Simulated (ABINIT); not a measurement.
# SiC (Moissanite) (P6_3mc) in ABINIT: settings compared

Aim: see how the results for SiC (Moissanite) move with the level of theory and the settings. Levels: RPBE, BLYP, AM05. Tasks: band structure.

Program: ABINIT 10.8.3 (patched build). These are calculated values, not measurements. Logs are shortened: lines on timing, memory, paths and dates and some standing lists are left out, and cuts for length are marked. The log counts tension as positive stress, the text compression.

## 1. Starting point

It takes space group P6_3mc (No. 186, hexagonal). Conventional cell: a = 3.076 Å, b = 3.076 Å, c = 5.048 Å, α = 90.00°, β = 90.00°, γ = 120.00°. Si (site symmetry 3m) is surrounded by 4 C at 1.87 to 1.94 Å. C (site symmetry 3m) has 4 Si at 1.87 to 1.94 Å as nearest neighbours.

## 2. Band structure, RPBE

File run.abi:

```
# Datasets: ground state, then fixed potential
ndtset 2

# Pseudopotentials
pp_dirpath "./"
pseudos "Si.upf, C.upf"

# Structure
acell 5.8127975593 5.8127975593 9.5393374771
rprim
     1.0000000000     0.0000000000     0.0000000000
    -0.5000000000     0.8660254038     0.0000000000
     0.0000000000     0.0000000000     1.0000000000
ntypat 2
znucl 14 6
natom 4
typat 1 1 2 2
xcart
     2.9063987800     1.6780101176     4.7696687386
    -0.0000000003     3.3560202358     0.0000000000
     2.9063987800     1.6780101176     8.4423136672
    -0.0000000003     3.3560202358     3.6726449287

# Plane-wave basis
ecut 41.0

# Exchange and correlation
ixc 15

# Bands and occupations
occopt 3
tsmear 0.00183747

# SCF cycle
nstep 100

# Output
iomode 3
prtwf 0
prteig 0
prtebands 0
enunit 1
prtden1 1

# Dataset 1
kptopt1 1
ngkpt1 10 10 5
nshiftk1 1
shiftk1 0.0 0.0 0.0
nband1 12
tolvrs1 1.0e-10

# Dataset 2: bands along G-M-K-G-A-L-H-A
iscf2 -2
getden2 1
nband2 16
nbdbuf2 2
tolwfr2 1.0e-12
kptopt2 -7
ndivsm2 5
prteig2 1
kptbounds2
     0.0000000000     0.0000000000     0.0000000000
     0.5000000000     0.0000000000     0.0000000000
     0.3333333333     0.3333333333     0.0000000000
     0.0000000000     0.0000000000     0.0000000000
     0.0000000000     0.0000000000     0.5000000000
     0.5000000000     0.0000000000     0.5000000000
     0.3333333333     0.3333333333     0.5000000000
     0.0000000000     0.0000000000     0.5000000000
```

Potentials or basis: PseudoDojo NC SR PBE v0.4.1 standard.

The run is started by

```
> abinit run.abi > log 2>&1
```

run.abo:

```text
.Version 10.8.3 of ABINIT
 DATASET    1 : space group P6_3 m c (#186); Bravais hP (primitive hexag.)
================================================================================
 Values of the parameters that define the memory need for DATASET  1.
     intxc =       0    ionmov =       0      iscf =       7    lmnmax =       6
     lnmax =       6     mgfft =      60  mpssoang =       3    mqgrid =    3001
     natom =       4  nloc_mem =       1    nspden =       1   nspinor =       1
    nsppol =       1      nsym =      12    n1xccc =    2501    ntypat =       2
    occopt =       3   xclevel =       2
       mpw =        3562          nfft =       77760          nkpt =          42
================================================================================
================================================================================

 DATASET    2 : space group P6_3 m c (#186); Bravais hP (primitive hexag.)
================================================================================
 Values of the parameters that define the memory need for DATASET  2.
     intxc =       0    ionmov =       0      iscf =      -2    lmnmax =       6
     lnmax =       6     mgfft =      60  mpssoang =       3    mqgrid =    3001
     natom =       4  nloc_mem =       1    nspden =       1   nspinor =       1
    nsppol =       1      nsym =      12    n1xccc =    2501    ntypat =       2
    occopt =       3   xclevel =       2
       mpw =        3562          nfft =       77760          nkpt =          56
================================================================================
================================================================================

--------------------------------------------------------------------------------
------------- Echo of variables that govern the present computation ------------
--------------------------------------------------------------------------------
 -outvars: echo values of preprocessed input variables --------
            acell      5.8127975593E+00  5.8127975593E+00  9.5393374771E+00 Bohr
              amu      2.80855000E+01  1.20110000E+01
             ecut      4.10000000E+01 Hartree
           enunit           1
           getden1          0
           getden2          1
             iscf1          7
             iscf2         -2
                       outvar_i_n : Printing only first  50 k-points.
              ixc          15
           jdtset        1    2
                       outvar_i_n : Printing only first  50 k-points.
           kptopt1          1
[... 636 lines left out ...]
       0.666666666666      0.333333333323      0.884999999996
       0.333333333333      0.666666666657      0.384999999996

 cartesian coordinates (angstrom) at end:
    1      1.53799999895690     0.88796471339315     2.52399999828481
    2      0.00000000001323     1.77592942681288     0.00000000000000
    3      1.53799999895690     0.88796471339315     4.46747999694638
    4      0.00000000001323     1.77592942681288     1.94347999866157
 length scales=  5.812797559300  5.812797559300  9.539337477100 bohr
              =  3.075999997887  3.075999997887  5.047999996570 angstroms
 Eigenvalues (   eV  ) for nkpt=  56  k points:
 kpt#   1, nband= 16, wtk=  1.00000, kpt=  0.0000  0.0000  0.0000 (reduced coord)
  -8.55937   -5.06933   -1.51931    5.59418    5.59418    6.87528    6.87528    7.15272
  11.80242   13.21531   13.67905   13.67905   14.72666   15.86408   15.86408   18.56563
 kpt#   2, nband= 16, wtk=  1.00000, kpt=  0.0556  0.0000  0.0000 (reduced coord)
  -8.50579   -5.02315   -1.46952    5.27665    5.49777    6.66926    6.84482    7.11556
  12.02234   13.23540   13.62479   13.80307   14.83208   15.73966   16.00846   17.96209
 kpt#   3, nband= 16, wtk=  1.00000, kpt=  0.1111  0.0000  0.0000 (reduced coord)
  -8.34565   -4.88615   -1.32174    4.47765    5.24695    6.10809    6.74519    6.99840
  12.26610   13.32075   13.74115   14.14063   14.79163   15.71510   16.39598   17.13242
 kpt#   4, nband= 16, wtk=  1.00000, kpt=  0.1667  0.0000  0.0000 (reduced coord)
  -8.08085   -4.66368   -1.08193    3.44615    4.91646    5.31731    6.57702    6.78325
  11.90897   13.70778   14.14892   14.25293   14.56509   16.18215   16.54534   16.88575
 kpt#   5, nband= 16, wtk=  1.00000, kpt=  0.2222  0.0000  0.0000 (reduced coord)
  -7.71506   -4.36737   -0.76606    2.35642    4.40937    4.56947    6.36583    6.44690
  11.36386   13.29060   14.05610   14.84265   14.94775   16.21017   16.78608   17.41644
 kpt#   6, nband= 16, wtk=  1.00000, kpt=  0.2778  0.0000  0.0000 (reduced coord)
  -7.25490   -4.02216   -0.43006    1.35967    3.46098    4.24807    5.97754    6.14633
[... 137 lines left out ...]
  -6.64265   -6.64265    2.54490    2.54490    4.28777    4.28777    5.11476    5.11476
  12.55381   12.55381   14.30592   14.30592   15.69300   15.69300   17.01329   17.01329
 kpt#  53, nband= 16, wtk=  1.00000, kpt=  0.0909  0.0909  0.5000 (reduced coord)
  -6.95906   -6.95906    2.75893    2.75893    4.75857    4.75857    5.57454    5.57454
  12.85862   12.85862   14.05502   14.05502   15.59097   15.59097   16.59926   16.59926
 kpt#  54, nband= 16, wtk=  1.00000, kpt=  0.0606  0.0606  0.5000 (reduced coord)
  -7.18851   -7.18851    2.76376    2.76376    5.41041    5.41041    5.91507    5.91507
  13.11027   13.11027   13.93206   13.93206   14.96297   14.96297   16.53942   16.53942
 kpt#  55, nband= 16, wtk=  1.00000, kpt=  0.0303  0.0303  0.5000 (reduced coord)
  -7.32744   -7.32744    2.72533    2.72533    5.96362    5.96362    6.11792    6.11792
  13.01432   13.01432   14.15542   14.15542   14.49160   14.49160   16.38514   16.38514
 kpt#  56, nband= 16, wtk=  1.00000, kpt=  0.0000  0.0000  0.5000 (reduced coord)
  -7.37394   -7.37394    2.70761    2.70761    6.18458    6.18458    6.18458    6.18458
  12.88842   12.88842   14.34540   14.34540   14.34540   14.34540   16.25593   16.25593

== END DATASET(S) ==============================================================
================================================================================

 -outvars: echo values of variables after computation  --------
            acell      5.8127975593E+00  5.8127975593E+00  9.5393374771E+00 Bohr
           etotal1    -2.0545719445E+01
            fcart1    -1.8529083084E-28 -1.0697771106E-28  1.4776773587E-02
                       1.8529083084E-28  1.0697771106E-28  1.4776773587E-02
                      -0.0000000000E+00 -0.0000000000E+00 -1.4776773587E-02
                      -0.0000000000E+00 -0.0000000000E+00 -1.4776773587E-02
            rprim      1.0000000000E+00  0.0000000000E+00  0.0000000000E+00
                      -5.0000000000E-01  8.6602540380E-01  0.0000000000E+00
                       0.0000000000E+00  0.0000000000E+00  1.0000000000E+00
           strten1    -2.1057494399E-04 -2.1057494419E-04 -4.3191763443E-05
                       0.0000000000E+00  0.0000000000E+00  0.0000000000E+00
           xangst      1.5379999990E+00  8.8796471339E-01  2.5239999983E+00
                       1.3229409451E-11  1.7759294268E+00  0.0000000000E+00
                       1.5379999990E+00  8.8796471339E-01  4.4674799969E+00
                       1.3229409451E-11  1.7759294268E+00  1.9434799987E+00
             xred      6.6666666667E-01  3.3333333332E-01  5.0000000000E-01
                       3.3333333333E-01  6.6666666666E-01  0.0000000000E+00
                       6.6666666667E-01  3.3333333332E-01  8.8500000000E-01
                       3.3333333333E-01  6.6666666666E-01  3.8500000000E-01
 Calculation completed.
```

Run time: 1.9 min. Hardware: 1 thread of Arm Neoverse V1, shared host; peak memory 0.12 GiB.

Results:

| Quantity | Value |
| --- | --- |
| Free energy | -559.0775 eV |
| Pressure | 4.6 GPa |
| Largest force | 0.760 eV/Å |
| Band gap on the k mesh | 2.57 eV, indirect (least direct gap 4.14 eV) |
| Band gap along the path | 2.41 eV, indirect (least direct gap 4.14 eV) |
| Valence electrons inside the program's atomic spheres | Si 1.95; C 4.26 |

Forces on the atoms (eV/Å):
```
Si   0.000  0.000  0.760
Si   0.000  0.000  0.760
C    0.000  0.000 -0.760
C    0.000  0.000 -0.760
```

Levels at the corners of the path, in eV from the valence-band top:
| point | band 4 | band 5 | band 6 | band 7 | band 8 | band 9 | band 10 | band 11 | band 12 | band 13 |
| --- | --- | --- | --- | --- | --- | --- | --- | --- | --- | --- |
| Γ | -1.56 | -1.56 | -0.28 | -0.28 | 0.00 | 4.65 | 6.06 | 6.53 | 6.53 | 7.57 |
| M | -6.55 | -5.42 | -3.54 | -3.24 | -1.49 | 2.65 | 4.25 | 6.79 | 7.24 | 9.72 |
| K | -6.50 | -6.50 | -4.10 | -4.03 | -4.03 | 2.41 | 8.05 | 8.67 | 8.67 | 9.39 |
| Γ | -1.56 | -1.56 | -0.28 | -0.28 | 0.00 | 4.65 | 6.06 | 6.53 | 6.53 | 7.57 |
| A | -4.45 | -0.97 | -0.97 | -0.97 | -0.97 | 5.74 | 5.74 | 7.19 | 7.19 | 7.19 |
| L | -8.44 | -2.69 | -2.69 | -2.34 | -2.34 | 3.23 | 3.23 | 5.04 | 5.04 | 10.40 |
| H | -7.93 | -5.83 | -5.83 | -1.75 | -1.75 | 4.85 | 4.85 | 6.04 | 6.04 | 10.24 |
| A | -4.45 | -0.97 | -0.97 | -0.97 | -0.97 | 5.74 | 5.74 | 7.19 | 7.19 | 7.19 |

Caveat: the potentials were made for another functional, which shifts forces and pressure; the mesh misses the band edges, which the band path finds closer together.

## 3. Band structure, BLYP

Changes to run.abi since step 2:

```diff
@@ -5,10 +5,10 @@
 pp_dirpath "./"
-pseudos "Si.upf, C.upf"
+pseudos "Si.GGA_PBE-JTH.xml, C.GGA_PBE-JTH.xml"
 
 # Structure
-acell 5.8127975593 5.8127975593 9.5393374771
+acell 3*1.0 Angstrom
 rprim
-     1.0000000000     0.0000000000     0.0000000000
-    -0.5000000000     0.8660254038     0.0000000000
-     0.0000000000     0.0000000000     1.0000000000
+     3.0760000000     0.0000000000     0.0000000000
+    -1.5380000000     2.6638941420     0.0000000000
+     0.0000000000     0.0000000000     5.0480000000
 ntypat 2
@@ -24,6 +24,7 @@
 # Plane-wave basis
-ecut 41.0
+ecut 20.0
+pawecutdg 40.0
 
 # Exchange and correlation
-ixc 15
+ixc -106131
 
@@ -41,3 +42,2 @@
 prtebands 0
-enunit 1
 prtden1 1
@@ -50,3 +50,3 @@
 nband1 12
-tolvrs1 1.0e-10
+tolvrs1 1.0e-9
 
@@ -59,4 +59,5 @@
 kptopt2 -7
-ndivsm2 5
+ndivsm2 8
 prteig2 1
+prtvol2 -3
 kptbounds2
```

Potentials or basis: JTH PAW PBE v2.0.

The run is started by

```
> abinit run.abi > log 2>&1
```

Run time: 83 s. Hardware: 1 thread of Arm Neoverse V1, shared host; peak memory 0.13 GiB.

The run converged. Its results:

```yaml
Free_energy: -528.0606 eV
Pressure: 8.5 GPa
Largest_force: 0.763 eV/Å
Band_gap_on_the_k_mesh: 2.82 eV, indirect (least direct gap 4.34 eV)
Band_gap_along_the_path: 2.67 eV, indirect (least direct gap 4.34 eV)
Valence_electrons_inside_the_program's_atomic_spheres: Si 1.68; C 2.61
```

Forces on the atoms (eV/Å):
```
Si   0.000  0.000  0.763
Si   0.000  0.000  0.763
C    0.000  0.000 -0.763
C    0.000  0.000 -0.763
```

Stress tensor (GPa, compression positive):
```
9.79 0.00 0.00
0.00 9.79 0.00
0.00 0.00 5.91
```

Levels at the corners of the path, in eV from the valence-band top:
| point | band 4 | band 5 | band 6 | band 7 | band 8 | band 9 | band 10 | band 11 | band 12 | band 13 |
| --- | --- | --- | --- | --- | --- | --- | --- | --- | --- | --- |
| Γ | -1.56 | -1.56 | -0.28 | -0.28 | 0.00 | 4.73 | 6.12 | 6.59 | 6.59 | 7.60 |
| M | -6.51 | -5.34 | -3.51 | -3.15 | -1.50 | 2.84 | 4.44 | 6.86 | 7.41 | 9.78 |
| K | -6.51 | -6.51 | -4.04 | -3.95 | -3.95 | 2.67 | 8.25 | 8.83 | 8.83 | 9.37 |
| Γ | -1.56 | -1.56 | -0.28 | -0.28 | 0.00 | 4.73 | 6.12 | 6.59 | 6.59 | 7.60 |
| A | -4.38 | -0.97 | -0.97 | -0.97 | -0.97 | 5.80 | 5.80 | 7.29 | 7.29 | 7.29 |
| L | -8.36 | -2.67 | -2.67 | -2.32 | -2.32 | 3.42 | 3.42 | 5.18 | 5.18 | 10.54 |
| H | -7.89 | -5.72 | -5.72 | -1.75 | -1.75 | 5.01 | 5.01 | 6.25 | 6.25 | 10.24 |
| A | -4.38 | -0.97 | -0.97 | -0.97 | -0.97 | 5.80 | 5.80 | 7.29 | 7.29 | 7.29 |

Caveat: the PAW data sets were made with another functional, which shifts forces and pressure a little; the mesh misses the band edges, which the band path finds closer together. As with any semilocal functional, this BLYP gap is likely too small.

(Continued in part 2 of 2.)
